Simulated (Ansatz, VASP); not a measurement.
**Sn in VASP and in Ansatz**

```
CELL_PARAMETERS angstrom
-2.06899 2.06899 1.69333
2.06899 -2.06899 1.69333
2.06899 2.06899 -1.69333
ATOMIC_POSITIONS crystal
Sn 0.00000 0.00000 0.00000
```

Change from the starting cell: volume scaled by 1.06.

Alike in both runs: task single point; functional PBEsol; k mesh 10 × 10 × 10; occupations fermi-dirac, width 0.05 eV; no spin polarisation.

```csv
,VASP,Ansatz
version,VASP 6.6.1,Ansatz 0.2.0
potentials or method,"VASP PAW PBE potentials, release 64 (Sn_d)",Ansatz PAW
plane-wave cutoff (eV),520,420
valence electrons in the cell,14,14
```

```csv
,VASP,Ansatz,Ansatz less VASP
gap on the k mesh at the Fermi level (eV),none,none,-
pressure (GPa),-4.2,-4.2,+0.07
largest component of the traceless stress (GPa),0.20,0.20,+0.005
```

A gap of «none» marks a metal or a gap that the smearing closes.

Caveats: the PAW data sets were made with another functional, which shifts forces and pressure a little (VASP); the PAW data sets come from PBE, with cores solved anew for the run's functional, which leaves a small shift of forces and pressure (Ansatz).
